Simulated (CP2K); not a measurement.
**CuO (Tenorite): band structure with LDA**

CuO (Tenorite):

```
CELL_PARAMETERS angstrom
2.90398 0.00000 0.00000
0.88211 2.76677 0.00000
-0.69480 -0.50774 5.05944
ATOMIC_POSITIONS crystal
Cu 0.49680 0.00320 0.50000
Cu 0.00320 0.49680 0.00000
O 0.40560 0.57140 0.75370
O 0.57140 0.40560 0.25370
```

- Program: CP2K 2026.2
- Task: band structure
- Functional: LDA
- Potentials or basis: GTH_POTENTIALS Cu GTH-PADE-q11, O GTH-PADE-q6; TZVP-MOLOPT-PBE-GTH basis
- Density cutoff: 8163 eV
- k mesh: 10 × 10 × 5
- Occupations: fermi-dirac, width 0.05 eV
- Spin: no spin polarisation
- SCF solver: diagonalisation with k points
- Quickstep method: GPW
- EPS_DEFAULT: 1.0E-10
- EPS_SCF: 1.0E-6
- MAX_SCF: 100
- SCF_GUESS: ATOMIC
- k points reduced by the point group: yes
- Mesh centred on Gamma: yes
- CHOLESKY: OFF
- EPS_EIGVAL: 1.0E-7
- MIXING METHOD: BROYDEN_MIXING
- MIXING ALPHA: 0.4
- NBUFFER: 8
- NGRIDS: 4
- Basis sets: Cu TZVP-MOLOPT-PBE-GTH-q11, O TZVP-MOLOPT-PBE-GTH-q6
- Potentials: Cu GTH-PADE-q11 of GTH_POTENTIALS, O GTH-PADE-q6 of GTH_POTENTIALS
- ADDED_MOS: [20]
- Points a segment of the path (NPOINTS): 10
- Bands added on the path: 6
- MPI ranks: 4
- REL_CUTOFF (Ry): 60 Ry
- MIXING BETA (1/bohr): 1.5 1/bohr
- CUTOFF of the grids: 600 Ry

```yaml
Pressure: -6.1 GPa
Largest_force: 0.773 eV/Å
Band_gap_on_the_k_mesh: none (metal or under the smearing width)
Mulliken_charges: Cu +0.87; O -0.87 e
Hirshfeld_charges: Cu +0.29; O -0.29 e
```

Forces in eV/Å, atoms in the order of the input:
```
Cu  -0.307 -0.639  0.242
Cu  -0.702 -0.098  0.242
O    0.733  0.057 -0.240
O    0.282  0.676 -0.244
```

Stress tensor (GPa, compression positive):
```
-5.62 -1.44 -0.70
-1.44 -4.70 -0.51
-0.70 -0.51 -7.87
```

Levels at the corners of the path, in eV from the Fermi level:
```tsv
point	band 15	band 16	band 17	band 18	band 19	band 20
Γ	-2.17	-1.74	0.24	0.95	1.68	6.00
Y	-1.72	-1.17	-0.58	1.10	3.32	6.91
F	-1.32	-1.28	-0.64	0.19	4.22	6.11
L	-1.23	-1.23	-0.43	-0.43	5.20	5.20
I	-1.43	-1.43	-0.30	-0.30	5.83	5.83
I1	-1.43	-1.43	-0.30	-0.30	5.83	5.83
Z	-1.47	-1.47	0.25	0.25	3.90	3.90
F1	-1.32	-1.28	-0.64	0.19	4.22	6.11
Y	-1.72	-1.17	-0.58	1.10	3.32	6.91
X1	-1.43	-1.32	-1.22	0.91	4.85	7.14
X	-1.43	-1.32	-1.22	0.91	4.85	7.14
Γ	-2.17	-1.74	0.24	0.95	1.68	6.00
N	-1.49	-1.35	-0.04	0.30	4.81	6.23
M	-1.71	-1.60	-0.07	0.77	5.09	6.43
Γ	-2.17	-1.74	0.24	0.95	1.68	6.00
```

It took 74 s on 4 MPI ranks on Arm Neoverse V2 (shared host).

Caveat: Mulliken charges move with the basis; the basis of atomic orbitals isn't converged, which shifts pressures, moduli and gaps; the run has no spin polarisation, though such a crystal can be magnetic; semilocal functionals often make such compounds metallic where correlation or magnetic order opens a gap, which also shifts bond lengths. With open d or f shells a metallic result of LDA can be an artefact of self-interaction; +U or a hybrid may open a gap.
